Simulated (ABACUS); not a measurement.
## Pd under changes of volume

One of the cells (14.750 Å³/atom); the others are scaled copies at fixed shape and fractional positions:

```
Pd
1.0
     0.00000    1.94650    1.94650
     1.94650    0.00000    1.94650
     1.94650    1.94650    0.00000
Pd
1
Direct
  0.00000 0.00000 0.00000
```

| Property | Result |
| --- | --- |
| Program | ABACUS 3.10.1 |
| Functional | PBEsol |
| Potentials or basis | PseudoDojo NC SR 0.4.1 PBEsol standard |
| Cutoff | 1116 eV |
| Density cutoff | 4463 eV |
| Basis | plane waves |
| k mesh | 12 × 12 × 12 |
| Occupations | fermi-dirac, width 0.05 eV |
| Spin | no spin polarisation |

```tsv
volume (Å³/atom)	energy over the lowest point (meV/atom)	pressure (GPa)
13.865	20.81	11.0
14.160	?	?
14.455	0.00	1.1
14.750	2.18	-3.0
15.045	11.32	-6.6
15.340	26.52	-9.6
15.635	47.01	-12.3
```

Question: What does the run at 14.160 Å³/atom give?

Answer: Energy over the lowest point 5.83 meV/atom; pressure 5.7 GPa.

Worked out: A Birch-Murnaghan fit of order 3 (a polynomial in V^(-2/3)) to the other rows has its minimum at 14.52 Å³/atom with B0 = V·E''(V) = 207 GPa and B' = 5.7. It gives 5.82 meV/atom at 14.160 Å³/atom, against the run's 5.83, and -dE/dV = 5.5 GPa, against 5.7.

Energies are extrapolated to zero smearing.

Caveats: this set's palladium file may shift the pressure by some GPa.
